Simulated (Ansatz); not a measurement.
# ZrSe2: the cost of one run

Method: DFT PBE, scalar-relativistic, plane waves, PAW, in Ansatz 0.2.0.

## Step 1: The starting structure

The structure is trigonal, space group P-3m1 (No. 164). The conventional cell has a = 3.799 Å, b = 3.799 Å, c = 29.992 Å, α = 90.00°, β = 90.00°, γ = 120.00°. Zr (site symmetry -3m) has 6 Se at 2.70 Å as nearest neighbours. Se (site symmetry 3m) is surrounded by 3 Zr at 2.70 Å.

Structure file:

```cif
data_structure
_symmetry_space_group_name_H-M 'P-3m1'
_symmetry_Int_Tables_number 164
_cell_length_a 3.7989
_cell_length_b 3.7989
_cell_length_c 29.9920
_cell_angle_alpha 90.000
_cell_angle_beta 90.000
_cell_angle_gamma 120.000
_cell_volume 374.84
loop_
_atom_site_label
_atom_site_type_symbol
_atom_site_symmetry_multiplicity
_atom_site_Wyckoff_symbol
_atom_site_fract_x
_atom_site_fract_y
_atom_site_fract_z
_atom_site_occupancy
Zr1 Zr 1 a 0.00000 0.00000 0.00000 1
Se1 Se 2 d 0.66667 0.33333 0.05276 1
```

The cell was relaxed beforehand at this level, from a generated guess; it needn't be the stable form of this composition. At a tolerance of 0.02 Å it has layer group p-3m1 (No. 72); it has 4.17 Å²/atom, an uncorrected energy of -1.36 eV/atom over the elements.

It is a sheet, periodic along a and b, with vacuum along c; volumes and pressures of the box carry no meaning, and space groups named for it are those of the box.

## Step 2: Bands, states and charges

File input.yaml:

```yaml
crystal:
  lattice:
    - [3.798872871, 0.0, 0.0]
    - [-1.8994364355, 3.289920412, 0.0]
    - [0.0, 0.0, 29.992]
  atoms:
    - { symbol: Zr, position: [0.0, 0.0, 0.3000800213] }
    - { symbol: Se, position: [0.6666666667, 0.3333333333, 0.3528362612] }
    - { symbol: Se, position: [0.3333333333, 0.6666666667, 0.2473237814] }
  periodic: [true, true, false]
basis:
  ecutwfc: 420
kpoints:
  mp_grid: { grid: [12, 12, 1] }
  band_path:
    path:
      - [0.0, 0.0, 0.0]
      - [0.5, 0.0, 0.0]
      - [0.33333333, 0.33333333, 0.0]
      - [0.0, 0.0, 0.0]
    npoints: 14
hamiltonian:
  xc: pbe
scf:
  occupations: { method: gaussian, width: 0.02 }
  n_extra_bands: 7
output:
  forces: true
  stress: true
  eigenvalues: true
  populations: true
  dos: { projected: true, de: 0.02, nscf_kmesh: { grid: [18, 18, 1] } }
  bader: true
  write_density: true
  write_potential: true
  elf: true
  volumetric_format: npy
```

On the command line:

```sh
ansatz run input.yaml --threads 1 --pin off --max-ram 2048MiB --backend cpu --events-out ev --progress --plain --runs-dir out
```

What time and memory should one allow on 1 thread of Arm Neoverse V2, shared host?

About 65 s, with a peak of 0.64 GiB.
